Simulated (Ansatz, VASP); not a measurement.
Two plane-wave programs on NaCl

Contents of INCAR:

```
ALGO = Normal
EDIFF = 1E-6
ENCUT = 520
ISIF = 2
ISMEAR = -1
LASPH = T
LCHARG = F
LREAL = F
LWAVE = F
NBANDS = 14
NELM = 80
PREC = Accurate
SIGMA = 0.05
```

Contents of KPOINTS:

```
k-points
0
Gamma
  8 8 8
```

POSCAR

```
NaCl
1.0
    3.5708778306      0.0000000000      0.0000000000
    0.0000000000      3.5708778306      0.0000000000
    0.0000000000      0.0000000000      3.5708778306
Cl Na
1 1
Direct
    0.5000000000      0.5000000000      0.5000000000
    0.0000000000      0.0000000000      0.0000000000
```

input.yaml

```yaml
crystal:
  lattice:
    - [3.5708778306, 0.0, 0.0]
    - [0.0, 3.5708778306, 0.0]
    - [0.0, 0.0, 3.5708778306]
  atoms:
    - { symbol: Cl, position: [0.5, 0.5, 0.5] }
    - { symbol: Na, position: [0.0, 0.0, 0.0] }
hamiltonian:
  xc: lda
  pseudopotentials: { kind: paw }
kpoints:
  mp_grid: { grid: [8, 8, 8] }
scf:
  occupations: { method: fermi_dirac, width: 0.05 }
output:
  forces: true
  stress: true
  eigenvalues: true
```

Measurements of this composition are mostly on another form, of space group No. 225.

Alike in both runs: task single point; functional LDA; k mesh 8 × 8 × 8; occupations fermi-dirac, width 0.05 eV; no spin polarisation.

|  | VASP | Ansatz |
| --- | --- | --- |
| version | VASP 6.6.1 | Ansatz 0.2.0 |
| potentials or method | VASP PAW LDA potentials, release 64 (Cl, Na_pv) | Ansatz PAW |
| plane-wave cutoff (eV) | 520 | 420 |
| valence electrons in the cell | 14 | 16 |

```csv
,VASP,Ansatz,Ansatz less VASP
gap on the k mesh at the Fermi level (eV),3.43,3.43,-0.006
least direct gap on the mesh (eV),3.90,3.89,-0.006
pressure (GPa),-4.1,-4.0,+0.03
```

The two sets of potentials don't hold the same shells in valence.

Caveats: the PAW data sets come from PBE, with cores solved anew for the run's functional, which leaves a small shift of forces and pressure (Ansatz). A k mesh can miss the band edges. Expect the measured gap to be larger: semilocal functionals such as LDA lack the derivative discontinuity.
